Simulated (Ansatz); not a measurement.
## HfN: what symmetry allows forces and stress to be

```xyz
4
Lattice="3.0120 0.0000 0.0000 -1.5060 2.6085 0.0000 0.0000 0.0000 5.3686" Properties=species:S:1:pos:R:3 pbc="T T T"
Hf    1.5060    0.8695    4.0471
Hf    0.0000    1.7390    1.3553
N     0.0000    0.0000   -0.0513
N     0.0000    0.0000    2.7018
```

The calculation used DFT PBE, scalar-relativistic, plane waves, PAW (Ansatz).

Cutoff 420 eV; k points 15×15×8 on the computed 4-atom cell (Γ-centred); Gaussian smearing, width 0.10 eV; no spin polarisation.

This distorted cell has space group P3m1, with 6 operations.

Question: Without a calculation: in which directions can each atom feel a force?

Answer: A force must be left unchanged by every operation that keeps its atom in place, so it lies in the space that those operations leave fixed. Atoms that the group maps onto each other feel forces of one size.
| atom | site symmetry | operations at the site | equivalent to atom | allowed force (Cartesian) |
| --- | --- | --- | --- | --- |
| Hf1 | 3m. | 6 | 1 | along (0.00, 0.00, 1.00) |
| Hf2 | 3m. | 6 | 2 | along (0.00, 0.00, 1.00) |
| N3 | 3m. | 6 | 3 | along (0.00, 0.00, 1.00) |
| N4 | 3m. | 6 | 4 | along (0.00, 0.00, 1.00) |

That leaves 4 independent force components of 12, tied by 1 condition that the forces sum to zero, so 3 remain. A relaxation in this cell that keeps the symmetry moves the atoms in these directions alone.

Question: And the stress tensor?

Answer: It must be invariant under the point group, which leaves 2 independent components: yz, xz, xy vanish; xx = yy.

Question: Do the computed values obey this?

Answer: Yes. Forces (eV/Å):
```
Hf1  0.000  0.000 -0.657
Hf2  0.000  0.000 -0.396
N3   0.000  0.000  1.454
N4   0.000  0.000 -0.401
```

Stress (GPa, compression positive, xx yy zz yz xz xy): 41.23 41.23 27.02 0.00 0.00 0.00. The program imposes the same operations on density, forces and stress, so this confirms the analysis and is no independent test of the calculation.

Spin–orbit coupling is left out, which can shift energies with elements as heavy as these.

This form isn't the usual stable structure of the compound.